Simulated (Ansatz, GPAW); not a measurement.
This is a calculation of Sn for GPAW 26.7.0 (ASE script). 

File run.py:

```python
from ase import Atoms
from ase.dft.bandgap import bandgap
from ase.io import write
from ase.units import GPa
from gpaw import GPAW, PW

atoms = Atoms(['Sn', 'Sn'],
              cell=[[-2.9401404553, 2.9401404553, 1.5993019889],
                    [2.9401404553, -2.9401404553, 1.5993019889],
                    [2.9401404553, 2.9401404553, -1.5993019889]],
              scaled_positions=[[0.0, 0.0, 0.0],
                                [0.75, 0.25, 0.5]],
              pbc=True)

calc = GPAW(mode=PW(600),
            xc='PBE',
            kpts={'size': (9, 9, 9), 'gamma': True},
            occupations={'name': 'methfessel-paxton', 'order': 0, 'width': 0.016},
            nbands=24,
            convergence={'density': 1e-05, 'energy': 1e-05},
            maxiter=150,
            txt='gpaw.txt')
atoms.calc = calc
energy = atoms.get_potential_energy()
forces = atoms.get_forces()
stress = atoms.get_stress()
calc.write('gs.gpw')
write('result.traj', atoms)
print(f'Energy: {energy:.6f} eV')
print('Forces (eV/A):')
print(forces.round(4))
print('Stress (GPa):', (stress / GPa).round(3))
print('Fermi level:', round(calc.get_fermi_level(), 4), 'eV')
print(f'Gap: {bandgap(calc)[0]:.4f} eV, direct: {bandgap(calc, direct=True)[0]:.4f} eV')
```

Potentials or basis: GPAW PAW data sets (gpaw-data 1.2.1), pw.

Launch:

```sh
$ OMP_NUM_THREADS=1 python run.py
```

**Question.** Set up the same calculation for Ansatz 0.2.0. Potentials or basis there: all-electron LAPW, scalar-relativistic.

**Answer.** As run (cutoffs and basis follow the program's own potentials, and thresholds, step limits or extra output files can differ):

File input.yaml:

```yaml
crystal:
  lattice:
    - [-2.9401404553, 2.9401404553, 1.5993019889]
    - [2.9401404553, -2.9401404553, 1.5993019889]
    - [2.9401404553, 2.9401404553, -1.5993019889]
  atoms:
    - { symbol: Sn, position: [0.0, 0.0, 0.0] }
    - { symbol: Sn, position: [0.75, 0.25, 0.5] }
kpoints:
  mp_grid: { grid: [9, 9, 9] }
scf:
  occupations: { method: gaussian, width: 0.016 }
hamiltonian:
  xc: pbe
  pseudopotentials: { kind: all_electron, lapw: { basis_error: 0.001 } }
output:
  forces: true
  stress: true
  eigenvalues: true
```

Potentials or basis: all-electron LAPW, scalar-relativistic.

The run is started by

```sh
$ ansatz run input.yaml --threads 1 --pin off --max-ram 3072MiB --backend cpu --events-out ev --progress --plain --runs-dir out
```

Both were run:

|  | GPAW | Ansatz |
| --- | --- | --- |
| Pressure | 1.1 GPa | 1.4 GPa |

Where Ansatz's input types no cutoff or centring, it takes its own default and a Γ-centred mesh.

Pressure is positive in compression.
